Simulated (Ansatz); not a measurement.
**Ni$_{3}$Ge: trigonal deformation path**

All numbers below come from Ansatz, DFT PBEsol, scalar-relativistic, plane waves, PAW. The runs took a 420 eV cutoff, a Γ-centred 16×16×16 mesh and Gaussian smearing (0.15 eV). No spin polarisation. A magnetic state may lie lower. Energies are free energies at this smearing, counted from the undisturbed cell; pressure is positive in compression.

Reference structure (relaxed at this level; it needn't be the usual structure):

```
Ni Ge
1.0
     3.52491    0.00000    0.00000
     0.00000    3.52491    0.00000
     0.00000    0.00000    3.52491
Ni Ge
3 1
Cartesian
  1.7625 0.0000 1.7625
  0.0000 1.7625 1.7625
  1.7625 1.7625 0.0000
  0.0000 0.0000 0.0000
```

At fixed volume and fractional coordinates, lengths along (0.577, 0.577, 0.577) are scaled against those across it; ρ is that ratio over its starting value. The cell is metallic on the mesh throughout. At ρ = 0.500 the cell becomes cubic (Im-3m), and there the slope of the energy vanishes by symmetry.

```csv
ρ,ΔE (meV/atom),pressure (GPa)
0.500,863.5,35.5
0.600,751.6,30.9
0.710,483.9,20.1
0.850,138.4,5.9
1.000,0.0,0.0
1.410,682.6,35.9
2.000,3034.6,153.0
```

Cost: 7 runs of about 3.9 core-minutes in all, on Oxide Virtual Turin-like Processor (Zen 5) (shared hosts).